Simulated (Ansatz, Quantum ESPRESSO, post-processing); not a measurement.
# Screening and band shifts of honeycomb MgO, 1 layer, part 2 of 2

Wanted: polarisability and gap of honeycomb MgO, 1 layer against a perpendicular field.

Quantum ESPRESSO 7.5; plane-wave DFT, LDA, GBRV ultrasoft pseudopotentials; geometry and cross-check by Ansatz 0.2.0 with PAW datasets.

So far. Step 13 (Band structure: field 0.3 V/Å): Along this path the valence top lies at K and the conduction bottom at Γ. Step 14 (Density by pp.x): The density integrates to 16.000 electrons, as the 16 of the input ask.

### 17. Polarisability from the dipole between 0 and 0.1 V/A

Numbers from this step:

```
change of slope in the vacuum : 0.09999 eV/Å
polarisability a cell         : 1.775 Å³
sheet polarisability 4πα/A    : 2.365 Å
```

The change of the potential energy, second field less first by z:

```
z (Å)  change of the potential energy, second field less first (eV)
    0                                                        -0.365
    1                                                        -0.631
    2                                                        -0.531
    3                                                        -0.431
    4                                                        -0.331
    5                                                        -0.231
    6                                                        -0.133
    7                                                       -0.0474
    8                                                      -0.00610
    9                                                       0.00620
   10                                                        0.0484
   11                                                         0.135
   12                                                         0.233
   13                                                         0.333
   14                                                         0.433
   15                                                         0.533
   16                                                         0.633
```

### 18. Dipole against field

The dipole along the normal, dipole moment by applied field:

```
applied field (V/Å)  dipole along the normal, dipole moment (e·Å)
              0.000                                             0
              0.100                                        0.0123
              0.200                                        0.0247
              0.300                                        0.0371
```

### 19. Cross-check with Ansatz: field 0.1 V/Å

A second code with its own PAW datasets, on the same atoms.

Level of this step: plane-wave DFT, PBE, Ansatz PAW (Ansatz 0.2.0).

File input.yaml:

```yaml
crystal:
  lattice:
    - [3.3, 0.0, 0.0]
    - [-1.65, 2.8578838325, 0.0]
    - [0.0, 0.0, 17.0]
  atoms:
    - { symbol: O, position: [0.6666666667, 0.3333333333, 0.5] }
    - { symbol: Mg, position: [0.3333333333, 0.6666666667, 0.5] }
kpoints:
  mp_grid: { grid: [12, 12, 1] }
hamiltonian:
  xc: pbe
scf:
  occupations: { method: fermi_dirac, width: 0.054 }
  convergence: { dr2_threshold: 1.0e-09 }
efield:
  axis: 3
  dipole_correction: true
  ramp_position: 0.97
  ramp_width: 0.04
  amplitude: 0.1
output:
  write_potential: true
  write_density: true
  volumetric_format: npy
```

On the command line:

```console
> ansatz run input.yaml --threads 2 --pin off --max-ram 4096MiB --backend cpu --events-out ev --progress --plain --runs-dir out
```

Run time: 2 s. Hardware: 2 threads of Arm Neoverse V2, shared host; peak memory 0.35 GiB; 3.8 s of CPU time.

Numbers from this step:

```
free energy             : -2493.2282 eV
Fermi energy            : -2.220 eV
gap by band count       : 3.373 eV
dipole along the normal : 0.01249 e·Å
```

At 0.1 V/Å Ansatz's dipole is 0.0125 e Å against 0.0123 from pw.x, under another functional.

### 20. Cross-check with Ansatz: field -0.1 V/Å

input.yaml, as its differences from the input of step 19:

```diff
@@ -20,3 +20,3 @@
   ramp_width: 0.04
-  amplitude: 0.1
+  amplitude: -0.1
 output:
```

Elapsed: 2 s, on 2 threads; peak memory 0.35 GiB.

Numbers from this step:

```
Fermi energy            : -2.249 eV
dipole along the normal : -0.01249 e·Å
```

### 21. Dipole against field, Ansatz

Dipole along the normal, dipole moment against applied field:

```
applied field (V/Å)  dipole along the normal, dipole moment (e·Å)
            -0.1000                                       -0.0125
             0.0000                                        2.3e-6
             0.1000                                        0.0125
```

### 22. SCF with pw.x, with K_POINTS = [16, 16, 1] and conv_thr = 1e-05

How much does a setting matter? One run is repeated with a change.

Level of this step: plane-wave DFT, LDA, GBRV ultrasoft pseudopotentials (Quantum ESPRESSO 7.5).

File f1.w0.in:

```
&control
  prefix = 'f1.w0'
  outdir = './out'
  pseudo_dir = './pseudo'
  calculation = 'scf'
  tprnfor = .true.
  tefield = .true.
  dipfield = .true.
/
&system
  ibrav = 0
  nat = 2
  ntyp = 2
  ecutwfc = 40
  ecutrho = 200
  occupations = 'smearing'
  smearing = 'fd'
  degauss = 0.004
  edir = 3
  emaxpos = 0.97
  eopreg = 0.04
  eamp = 0.00194469
/
&electrons
  conv_thr = 1e-05
  mixing_beta = 0.4
  electron_maxstep = 120
  mixing_mode = 'plain'
/
ATOMIC_SPECIES
  O   15.9990  o_lda_v1.2.uspp.F.UPF
  Mg  24.3050  mg_lda_v1.4.uspp.F.UPF
CELL_PARAMETERS angstrom
  3.30000000000655 0.00000000000000 0.00000000000000
  -1.65000000000328 2.85788383249432 0.00000000000000
  0.00000000000000 0.00000000000000 17.00000000000000
ATOMIC_POSITIONS crystal
  O   0.666666666667 0.333333333333 0.500000000000
  Mg  0.333333333333 0.666666666667 0.500000000000
K_POINTS automatic
  16 16 1 0 0 0
```

On the command line:

```console
> OMP_NUM_THREADS=1 mpirun -n 2 pw.x -nk 2 -in f1.w0.in > f1.w0.out
```

Elapsed: 28 s, on 2 MPI ranks; peak memory 0.27 GiB.

The changed values were drawn from a wide range, not chosen for quality; the comparison shows what they did here together.

Beside the run it was changed from:

```
                     quantity   this run  unchanged run  difference
dipole along the normal (e·Å)    0.01241        0.01233      8.3e-5
             free energy (eV)  -2143.282      -2143.282      1.5e-6
                wall time (s)         28             20            
               SCF iterations          6              6
```

The free energy moves by +0.00075 meV an atom.

This run starts from superposed atoms, the unchanged one from a saved density, so their iteration counts don't compare.

The physical values in this table move by up to 0.68 %.

### 23. By hand

α = Δp/E = (0.01233 − (0.00000)) e Å / 0.1 V/Å = 0.1233 e Å²/V; times e/(4πε₀) = 14.40 V Å this is 1.775 Å³. With A = 9.431 Å², 4πα/A = 2.365 Å.

### 24. Summary of results

```json
{"polarisability along the normal, a cell": "1.77 Å³", "sheet polarisability 4πα/A": "2.36 Å", "dipole without a field": "0 e·Å", "Kohn-Sham ionisation potential, upper face": "5.91 eV", "gap along the path at 0 V/Å": "3.39 eV", "gap along the path at 0.2 V/Å": "3.37 eV", "gap along the path at 0.3 V/Å": "3.34 eV"}
```

In words: The sheet answers a field with a polarisability of 1.77 Å³ a cell, or 4πα/A = 2.36 Å (LDA, GBRV ultrasoft). In pw.x the dipole follows the field linearly over the range tried. A perfect conductor 2.36 Å thick would screen alike; the outer atoms lie 0.00 Å apart. At 0.1 V/Å the sheet takes 0.236 eV off the potential drop. At 0.2 V/Å the gap along the path goes from 3.39 to 3.37 eV. Quantum ESPRESSO and Ansatz give 1.775 and 1.798 Å³ for the polarisability (pw.x from 0 and 0.1 V/Å, Ansatz from ±0.1 V/Å, under PBE), which agree. The ions stay at their zero-field places, so this is the electrons' response alone. Semilocal gaps are too small, and in strong fields empty levels can belong to the vacuum.

[Logs are printed without paths, hosts, clocks, repeated set-up lines and the standing remarks that a program may print on its own settings, such as how far it seeks lower states.]

[Hosts, paths, dates, database ids (printed as entryN), source tags and the programs' standing remarks are cut or masked in the printed files.]

[Maps of the electrostatic potential energy from Ansatz leave out the sawtooth potential of an applied field or a dipole correction, so their vacuum need not be flat; planar profiles and work functions include it.]
